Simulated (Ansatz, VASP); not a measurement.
# GaSb in VASP and in Ansatz

```xyz
2
Lattice="0.0000 3.0244 3.0244 3.0244 0.0000 3.0244 3.0244 3.0244 0.0000" Properties=species:S:1:pos:R:3 pbc="T T T"
Ga    0.0000    0.0000    0.0000
Sb    1.5122    1.5122    1.5122
```

Alike in both runs: functional LDA; k mesh 12 × 12 × 12; occupations gaussian, width 0.1 eV; no spin polarisation.

Ansatz relaxed the structure, and its values are those at the end. VASP's run is a single point on that final structure, the one shown.

```csv
,VASP,Ansatz
version,VASP 6.6.1,Ansatz 0.2.0
potentials or method,"VASP PAW LDA potentials, release 64 (Ga_d, Sb)","scalar-relativistic, plane waves, PAW"
plane-wave cutoff (eV),520,420
valence electrons in the cell,18,28
```

|  | VASP | Ansatz | Ansatz less VASP |
| --- | --- | --- | --- |
| pressure (GPa) | 0.2 | 0.0 | -0.19 |

The two sets of potentials don't hold the same shells in valence.
